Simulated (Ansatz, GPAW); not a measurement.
# Geometry or basis: what sets the conductance of benzene-1,4-dithiol between two Pt chains, part 2 of 4

How well does benzene-1,4-dithiol between two Pt chains conduct once its atoms have relaxed, and how much do cheaper levels lose?

GPAW 26.7.0 and Ansatz 0.2.0; Ansatz plane waves; relaxation of the junction with the lead ends held; PAW set soft_1 (the session's first sound run).

So far. Step 2 (Relaxation): The relaxation lowered the energy of the cell by 2.14 eV.

### 3. Plane-wave reference (PBE)

Plane waves give the reference curve, free of the bias of atom-centred orbitals.

This step: Ansatz plane waves; Landauer transmission by layers, zero bias; PAW set soft_1 (Ansatz 0.2.0).

Contents of input.yaml:

```yaml
crystal:
  lattice:
    - [11.4403952589, 0.0, 0.0]
    - [0.0, 9.0, 0.0]
    - [0.0, 0.0, 44.8339564912]
  atoms:
    - { symbol: Pt, position: [0.5, 0.5, 0.0267654272] }
    - { symbol: Pt, position: [0.5, 0.5, 0.0802962817] }
    - { symbol: Pt, position: [0.5, 0.5, 0.1338271362] }
    - { symbol: Pt, position: [0.5, 0.5, 0.1873579906] }
    - { symbol: Pt, position: [0.5, 0.5, 0.2408888451] }
    - { symbol: Pt, position: [0.5, 0.5, 0.2944196996] }
    - { symbol: Pt, position: [0.4071376473, 0.5360749027, 0.3416936908] }
    - { symbol: Pt, position: [0.4729136328, 0.5115967952, 0.3930672129] }
    - { symbol: S, position: [0.383001519, 0.5196631308, 0.4359026065] }
    - { symbol: H, position: [0.6369806791, 0.523383899, 0.456649941] }
    - { symbol: C, position: [0.454609038, 0.5222484893, 0.4702440794] }
    - { symbol: C, position: [0.5769602267, 0.5229206307, 0.4755319959] }
    - { symbol: H, position: [0.2848665456, 0.5230435084, 0.4920385182] }
    - { symbol: C, position: [0.3791416156, 0.5227897548, 0.4956635709] }
    - { symbol: C, position: [0.6201451399, 0.523493033, 0.5043123895] }
    - { symbol: H, position: [0.7144182187, 0.5243281435, 0.5079357396] }
    - { symbol: C, position: [0.422327631, 0.5225193956, 0.5244433778] }
    - { symbol: C, position: [0.5446820653, 0.5225678571, 0.5297325267] }
    - { symbol: H, position: [0.3623051139, 0.5226587431, 0.5433250252] }
    - { symbol: S, position: [0.6163223065, 0.5203767665, 0.5640758914] }
    - { symbol: Pt, position: [0.5265576563, 0.5117892673, 0.6069267611] }
    - { symbol: Pt, position: [0.5924869929, 0.537269017, 0.6582740414] }
    - { symbol: Pt, position: [0.5, 0.5, 0.7055803004] }
    - { symbol: Pt, position: [0.5, 0.5, 0.7591111549] }
    - { symbol: Pt, position: [0.5, 0.5, 0.8126420094] }
    - { symbol: Pt, position: [0.5, 0.5, 0.8661728638] }
    - { symbol: Pt, position: [0.5, 0.5, 0.9197037183] }
    - { symbol: Pt, position: [0.5, 0.5, 0.9732345728] }
kpoints:
  mp_grid: { grid: [1, 1, 2] }
hamiltonian:
  xc: pbe
  pseudopotentials: { kind: paw, azcp: { folder: soft_1 } }
scf:
  occupations: { method: fermi_dirac, width: 0.1 }
output:
  transmission:
    leads: [[0, 1]]
    e_range: [-2, 2]
    de: 0.025
    kmesh: [1, 1]
    reduced_basis: true
  write_potential: true
  write_density: true
  volumetric_format: npy
  elf: true
```

Launch:

```bash
$ ansatz run input.yaml --threads 4 --pin off --max-ram 8192MiB --backend cpu --events-out ev --progress --plain --runs-dir out
```

Numbers of over 12 decimals in the logs are rounded to 6 here.

Log:

```text
[...]
Crystal: 28 atoms, lattice volume = 4616.264 Å³
Basis set: ecut = 420 eV, 90105 PW (Γ)
Bands: 197, of which v1, the nominal top of the filled ones, is band 164 counted from 1 (163 counted from 0)
Symmetry: 1 space group operations
[...]
k-points: 2
[...]
SCF iter   1: F=—  HF=-203741.030524 eV  |F-HF|=—  |Δ(HF+E_count)|=         —  Δρ=3.23e-2  dr2=1.14e2  ethr=3.10e-3  ⟨swp⟩=7.0  Hψ=1792  notcnv=0  defer=7
[...]
SCF iter  13: F=-203728.159736 eV  HF=-203728.159736 eV  |F-HF|=6.47e-8  |Δ(HF+E_count)|=   2.50e-7  Δρ=8.65e-7  dr2=6.49e-8  ethr=3.05e-11  ⟨swp⟩=17.0  Hψ=1371  notcnv=0
SCF 1 converged in 13 iterations: F = -203728.159736 eV  dr2 = 6.49e-8
[...]
transmission: 8 of 75 steps passed
transmission: 15 of 75 steps passed
[...]
transmission: 75 of 75 steps passed
WARN: The input density's exchange-correlation potential varies sharply where the density is thin. Do not read a vacuum level from v_tot or v_xc, or from such a field of the output density. On a cell that repeats whose density bears no net charge and no dipole along the vacuum's axis use v_es (v_loc + v_h of the components); under efield.dipole_correction with no amplitude use v_es + v_field, which holds any external [...]
SCF converged after 13 iterations
the last check of whether an eigenvalue changes by more than its tolerance under the output density was not made (no_room)
Free energy (F): -203728.159736 eV
[...]
Internal energy: -203727.112847 eV  (E = F + TS)
E sigma→0 (E₀):  -203727.636292 eV
Entropy (-TS):   -1.046889 eV (-37.389 meV/atom)
Fermi energy:    -4.113577 eV
[...]
--- Band table (eV) ---
  k-point 0: bands = [... 160 lower, -4.3955, -4.2202, -4.2059, -4.1646, -4.1303, -4.0072, -3.9771, -3.8553, ... 29 higher]
  k-point 1: bands = [... 160 lower, -4.3275, -4.3095, -4.1993, -4.1531, -4.1502, -3.9781, -3.9476, -3.8555, ... 29 higher]
--- Transmission ---
  basis      : 905 plane waves across, 75 finite elements along
  points     : 1, standing for a mesh of 1 x 1
  filling    : by the input's occupations and mesh, since the crystals that have channels conduct as metals do. If one of these is a semiconductor, that mesh has misplaced its level
  energies   : 161 from -2.000000 to 2.000000 eV about the Fermi level, 0.025000 eV apart; the leads are filled to 0.000000 eV, and channels, transmission and decay are at 0.000000 eV
  crystal 0  : Pt1, at the sites [0, 1], period 2.4000 Å, over 28.80 Å; its Hamiltonian steps by up to 6.7 meV
    offset         : up to 0.0000 Å between an atom of the period and one for which it stands
    filled         : 4.8 meV under the level at which it is neutral
    channels       : 4.000000e0 a spin
    conductance    : 3.0100e14 S/m² at 300 K; may be off by some 0.0 % by where its bands' edges are placed, 0.0 % from the distance to neutral
  junction   : crystal 0 to crystal 0, 0.70 to 43.13 Å
    transmission   : 3.926615e-1 a spin
    conductance    : 3.1594e13 S/m² at 300 K (3.1583e13 on every other energy)
    error estimate : 0.0 % from the energy spacing and 0.0 % from band edges of the leads and from resonances (wavevectors taken as independent; lower de), 8.1 % from the steps of its leads' Hamiltonians or their offsets (lay more layers), 2.9 % from the distance to neutral
    resistance     : 2.8329e-2 Ω µm² beyond half of each lead's own
```

The job ended after 70 min (4 threads of Arm Neoverse V2, shared host; peak memory 7.3 GiB).

Reading the cycles: dr2 is the Hartree energy of the density residual (eV), the measure of convergence; HF is the Harris–Foulkes estimate of the energy, which meets the free energy F at convergence.

Numbers from this step:

- free energy: -203728.1597 eV
- lead level: 0 eV from the Fermi level
- transmission at the Fermi level (one spin): 0.3927
- open channels of the lead at the Fermi level (one spin): 4
- step of the potential along the lead: 6.7 meV
- offset of the lead: 0 Å
- filling of the lead less its bulk value, in size: 4.8 meV
- conductance: 0.4198 G₀

One spin. The transmission, zone mean by energy, zero at the Fermi level:

energy (eV), transmission, zone mean and a bar:
```
   -2.000       0.98 #############################
   -1.800       0.97 #############################
   -1.600       0.89 ###########################
   -1.425       0.71 #####################
   -1.400       0.54 ################
   -1.200       0.09 ###
   -1.000       0.25 #######
   -0.800       0.65 ###################
   -0.600       0.95 ############################
   -0.550       1.00 ##############################
   -0.400       0.98 #############################
   -0.375       1.00 ##############################
   -0.200       0.98 #############################
   -0.175       1.00 ##############################
    0.000       0.39 ############
    0.200       0.24 #######
    0.400       1.00 ##############################
    0.600       0.03 #
    0.800       0.01 
    1.000       0.00 
    1.200       0.00 
    1.400       0.00 
    1.600       0.00 
    1.800       0.00 
    2.000       0.00
```

One spin. The open channels, zone mean by energy, zero at the Fermi level:

```csv
energy (eV),"open channels, zone mean"
-2.000,3
-1.800,3
-1.600,4
-1.400,6
-1.200,6
-1.000,6
-0.800,6
-0.600,6
-0.400,4
-0.200,4
0.000,4
0.200,4
0.400,3
0.600,3
0.800,1
1.000,1
1.200,1
1.400,1
1.600,1
1.800,1
2.000,1
```

Crystal 0, spin -, k parallel (0, 0); distinct values, listed up to 1.5 1/Å. The Im kz of the slowest decaying states by energy, zero at the Fermi level:

```csv
energy (eV),decay 1 (Å⁻¹),decay 2 (Å⁻¹),decay 3 (Å⁻¹),decay 4 (Å⁻¹)
-2.0000,0.386,0.615,0.615,1.37
-1.7500,0.236,0.471,0.472,1.35
-1.5000,0.224,0.225,1.33,1.35
-1.2500,1.30,1.33,1.36,1.45
-1.0000,1.28,1.30,1.34,1.43
-0.7500,1.25,1.28,1.31,1.41
-0.5000,1.23,1.26,1.29,1.38
-0.2500,0.308,0.308,1.20,1.23
0.0000,0.469,1.17,1.20,1.23
0.2500,0.571,1.15,1.18,1.21
0.5000,0.198,0.647,1.12,1.15
0.7500,0.293,0.708,1.09,1.12
1.0000,0.114,0.116,0.360,0.757
1.2500,0.163,0.164,0.412,0.799
1.5000,0.193,0.194,0.454,0.834
1.7500,0.212,0.213,0.489,0.865
2.0000,0.223,0.224,0.519,0.892
```

Crystal 0, spin -, k parallel (0, 0). Re kz of states that move upwards against energy, zero at the Fermi level:

```csv
energy (eV),channel 1 (Å⁻¹),channel 2 (Å⁻¹),channel 3 (Å⁻¹),channel 4 (Å⁻¹),channel 5 (Å⁻¹),channel 6 (Å⁻¹)
-2.0000,-0.642,-0.640,0.727,-,-,-
-1.7500,-0.592,-0.591,0.752,-,-,-
-1.5000,-0.544,-0.543,0.198,0.779,-,-
-1.2500,-0.497,-0.496,0.369,0.380,0.380,0.807
-1.0000,-0.452,-0.450,0.484,0.612,0.612,0.839
-0.7500,-0.406,-0.405,0.576,0.819,0.819,0.876
-0.5000,-0.360,-0.359,0.652,0.922,1.07,1.08
-0.2500,-0.313,-0.312,0.715,0.982,-,-
0.0000,-0.264,-0.263,0.765,1.06,-,-
0.2500,-0.211,-0.210,0.806,1.21,-,-
0.5000,-0.150,-0.149,0.840,-,-,-
0.7500,-0.0583,-0.0541,0.869,-,-,-
1.0000,0.895,-,-,-,-,-
1.2500,0.919,-,-,-,-,-
1.5000,0.942,-,-,-,-,-
1.7500,0.964,-,-,-,-,-
2.0000,0.985,-,-,-,-,-
```

The electrostatic potential energy of an electron (with the applied field's), less the Fermi level, planar mean oscillates, so the rows of the table below give means over windows of 2.24 Å about each position, cut where the curve ends. Its first 14 maxima inside the range that stand out by 2 % of the span (Å: eV): 2.4: 5.80, 4.8: 5.79, 7.2: 5.77, 9.6: 5.74, 12.0: 5.68, 14.2: 5.35, 16.4: 5.35, 18.7: 4.95, 20.3: 4.44, 21.7: 3.81, 23.2: 3.81, 24.5: 4.44, 26.2: 4.95, 28.4: 5.35. Its first 14 minima: 1.2: 4.30, 3.6: 4.30, 6.0: 4.29, 8.4: 4.25, 10.8: 4.22, 13.2: 4.12, 15.4: 4.02, 17.6: 3.83, 19.7: 4.13, 21.2: 3.45, 22.4: 3.32, 23.6: 3.45, 25.1: 4.13, 27.2: 3.83.

Table of electrostatic potential energy of an electron (with the applied field's), less the Fermi level, planar mean by z; means over each step:

```csv
z (Å),"electrostatic potential energy of an electron (with the applied field's), less the Fermi level, planar mean (eV)"
1.12,5.00
3.36,5.01
5.60,5.01
7.84,5.01
10.08,5.00
12.32,4.95
14.56,4.63
16.80,4.61
19.04,4.44
21.28,3.81
23.52,3.80
25.76,4.44
28.00,4.61
30.24,4.64
32.48,4.94
34.72,4.99
36.96,5.00
39.20,5.01
41.44,5.01
43.68,4.96
```

The valence density, planar mean oscillates, so the rows of the table below give means over windows of 2.39 Å about each position, cut where the curve ends. Its first 14 maxima inside the range that stand out by 2 % of the span (Å: e/Å³): 1.2: 0.155, 3.6: 0.155, 6.0: 0.155, 8.4: 0.155, 10.8: 0.155, 13.2: 0.155, 15.4: 0.153, 17.6: 0.156, 22.1: 0.0747, 27.2: 0.156, 29.4: 0.153, 31.7: 0.155, 34.1: 0.155, 36.5: 0.155. Its first 14 minima: 2.4: 0.0177, 4.8: 0.0177, 7.2: 0.0178, 9.6: 0.0177, 12.0: 0.0180, 14.2: 0.0251, 16.4: 0.0191, 18.7: 0.0273, 26.2: 0.0273, 28.4: 0.0191, 30.6: 0.0251, 32.9: 0.0180, 35.3: 0.0177, 37.7: 0.0178.

Table of valence density, planar mean by z; means over each step:

z (Å), valence density, planar mean (e/Å³) and a bar from the least value:
```
     1.20      0.073 ###################
     3.58      0.073 ###################
     5.97      0.073 ###################
     8.36      0.073 ###################
    10.75      0.073 ###################
    13.14      0.074 ####################
    15.53      0.075 ####################
    17.92      0.077 #####################
    20.31      0.048 #####
    22.70      0.071 ##################
    25.09      0.039 
    27.48      0.075 ####################
    29.87      0.078 ######################
    32.26      0.073 ###################
    34.65      0.073 ###################
    37.04      0.073 ###################
    39.43      0.073 ###################
    41.82      0.073 ###################
    44.21      0.093 ##############################
```

ELF in the ca plane at fractional y = 0.520, with atoms of Pt and S and H and C within 0.2 Å of it. It is the smooth field of the valence electrons, not physical close to the nuclei.

Values in units of 1e-1, 13 rows by 16 columns, each cell a mean:
```
0.0 0.0 0.0 0.0 0.0 0.0 0.0 0.0 0.0 0.0 0.0 0.0 0.0 0.0 0.0 0.0
0.0 0.0 0.0 0.0 0.0 0.0 0.0 0.0 0.0 1.0 0.9 0.0 0.4 0.1 0.0 0.0
0.1 0.1 0.0 0.0 0.0 0.0 0.0 0.6 0.1 5.9 6.9 0.5 4.4 1.5 0.0 0.2
0.7 0.5 0.0 0.1 0.4 0.2 0.7 7.6 2.2 6.9 9.1 2.3 9.0 4.8 0.7 0.9
2.5 1.7 0.3 0.5 1.7 1.4 1.1 9.7 7.2 5.8 6.0 3.9 5.3 5.6 3.1 2.6
4.6 2.6 2.1 1.9 3.3 3.1 0.9 4.5 4.9 6.1 6.6 5.8 5.5 5.7 5.3 3.8
5.7 3.7 4.1 3.6 4.9 5.0 4.2 4.3 6.1 2.9 5.3 6.1 2.6 3.3 5.6 3.3
4.1 3.5 5.7 4.1 4.4 4.4 5.5 6.4 5.8 5.7 5.7 7.0 3.2 1.3 3.5 2.0
1.9 2.0 4.5 2.7 2.7 2.9 6.8 6.7 3.2 7.1 4.7 9.1 6.9 0.3 1.4 0.9
0.3 0.9 2.4 1.6 0.5 0.7 7.1 6.5 3.5 9.9 3.2 3.5 4.0 0.0 0.2 0.1
0.0 0.2 0.8 0.5 0.1 0.1 2.3 1.9 1.3 7.6 1.8 0.1 0.1 0.0 0.0 0.0
0.0 0.0 0.1 0.1 0.0 0.0 0.2 0.1 0.0 0.7 0.2 0.0 0.0 0.0 0.0 0.0
0.0 0.0 0.0 0.0 0.0 0.0 0.0 0.0 0.0 0.0 0.0 0.0 0.0 0.0 0.0 0.0
```
Columns run along c (16.0 Å, from fractional 0.29 to 0.64 of the cell), rows up along a (11.4 Å). Atoms in or near the plane, at fractional coordinates: Pt at (0.29, 0.50), Pt at (0.34, 0.41), Pt at (0.39, 0.47), S at (0.44, 0.38), H at (0.46, 0.64), C at (0.47, 0.45), C at (0.48, 0.58), H at (0.49, 0.28), C at (0.50, 0.38), C at (0.50, 0.62), H at (0.51, 0.71), C at (0.52, 0.42), C at (0.53, 0.54), H at (0.54, 0.36) and more.

Valence density in the ca plane at fractional y = 0.520, with atoms of Pt and S and H and C within 0.2 Å of it. It is the smooth field of the valence electrons, not physical close to the nuclei.

Values in units of 1e0 e/Å³, 13 rows by 16 columns, each cell a mean:
```
0.0 0.0 0.0 0.0 0.0 0.0 0.0 0.0 0.0 0.0 0.0 0.0 0.0 0.0 0.0 0.0
0.0 0.0 0.0 0.0 0.0 0.0 0.0 0.0 0.0 0.0 0.0 0.0 0.0 0.0 0.0 0.0
0.0 0.0 0.0 0.0 0.0 0.0 0.0 0.0 0.0 0.0 0.0 0.0 0.0 0.0 0.0 0.0
0.0 0.0 0.0 0.0 0.0 0.0 0.0 0.0 0.1 0.4 0.7 0.1 0.3 0.1 0.0 0.0
0.1 0.0 0.0 0.0 0.0 0.0 0.0 0.6 0.9 1.3 1.2 0.4 0.9 0.6 0.3 0.2
2.6 0.5 0.1 0.1 0.6 0.5 0.1 0.3 1.6 1.4 1.5 1.4 0.9 1.1 5.6 1.6
8.0 1.7 1.4 0.6 5.2 5.0 0.4 0.5 1.6 0.5 1.0 1.2 0.2 0.7 6.3 1.5
1.3 0.9 7.8 2.6 2.5 2.5 0.9 1.1 1.4 1.5 1.7 1.3 0.1 0.1 0.4 0.1
0.1 0.2 2.4 0.7 0.1 0.2 0.8 0.7 0.3 1.5 0.6 0.8 0.1 0.0 0.0 0.0
0.0 0.0 0.1 0.0 0.0 0.0 0.1 0.1 0.1 0.6 0.1 0.0 0.0 0.0 0.0 0.0
0.0 0.0 0.0 0.0 0.0 0.0 0.0 0.0 0.0 0.0 0.0 0.0 0.0 0.0 0.0 0.0
0.0 0.0 0.0 0.0 0.0 0.0 0.0 0.0 0.0 0.0 0.0 0.0 0.0 0.0 0.0 0.0
0.0 0.0 0.0 0.0 0.0 0.0 0.0 0.0 0.0 0.0 0.0 0.0 0.0 0.0 0.0 0.0
```
Columns run along c (16.0 Å, from fractional 0.29 to 0.64 of the cell), rows up along a (11.4 Å). Atoms in or near the plane, at fractional coordinates: Pt at (0.29, 0.50), Pt at (0.34, 0.41), Pt at (0.39, 0.47), S at (0.44, 0.38), H at (0.46, 0.64), C at (0.47, 0.45), C at (0.48, 0.58), H at (0.49, 0.28), C at (0.50, 0.38), C at (0.50, 0.62), H at (0.51, 0.71), C at (0.52, 0.42), C at (0.53, 0.54), H at (0.54, 0.36) and more.

Electrostatic potential energy in the ca plane at fractional y = 0.520, with atoms of Pt and S and H and C within 0.2 Å of it. With pseudopotentials it is smooth inside the atoms' cores, unlike the true potential.

Values in eV, 13 rows by 16 columns, each cell a mean:
```
  1   1   1   1   1   1   1   1   1   1   1   1   2   2   2   2
  1   1   1   1   1   1   1   1   1   1   1   1   2   2   2   2
  1   1   1   1   0   0  -1   1   1   1   1   1   1   1   2   2
  1   1   1  -1  -1  -7 -16  -1  -3  -1   1   1  -1  -1   1   2
  1   1   0 -16 -18 -30 -28  -8 -39 -20  -4  -3 -36 -29  -1   1
-10  -9   0  -4 -47 -28 -34 -37 -33 -24 -52 -23 -50 -43 -23 -24
-50 -48  -6  -8 -39  -8 -20 -24  -3 -12 -55 -24  -7  -8 -47 -52
-30 -31 -33 -31 -35 -38 -41 -30  -2  -1  -6  -2   1   0 -12 -15
 -1  -2 -27 -22  -5 -36 -11 -16  -3   1   1   1   2   2   1   1
  1   1   0   0  -1 -17  -1   0   0   1   1   1   2   2   2   2
  1   1   1   1   0   0   0   1   1   1   1   1   2   2   2   2
  1   1   1   1   1   1   1   1   1   1   1   1   2   2   2   2
  1   1   1   1   1   1   1   1   1   1   1   1   2   2   2   2
```
Columns run along c (16.0 Å, from fractional 0.38 to 0.73 of the cell; values clipped at the 3rd and 97th percentile), rows up along a (11.4 Å). Atoms in or near the plane, at fractional coordinates: Pt at (0.39, 0.47), S at (0.44, 0.38), H at (0.46, 0.64), C at (0.47, 0.45), C at (0.48, 0.58), H at (0.49, 0.28), C at (0.50, 0.38), C at (0.50, 0.62), H at (0.51, 0.71), C at (0.52, 0.42), C at (0.53, 0.54), H at (0.54, 0.36), S at (0.56, 0.62), Pt at (0.61, 0.53) and more.

The largest of the program's own error estimates on the conductance is 8.1 %. T at the Fermi level is 0.393 of 4 open channels a spin, without spin-orbit coupling, which is large for these atoms.

(Continued in part 3 of 4.)

[Logs are printed without paths, hosts, clocks, repeated set-up lines and the standing remarks that a program may print on its own settings, such as how far it seeks lower states.]

[Hosts, paths, dates, database ids (printed as entryN), source tags and the programs' standing remarks are cut or masked in the printed files.]
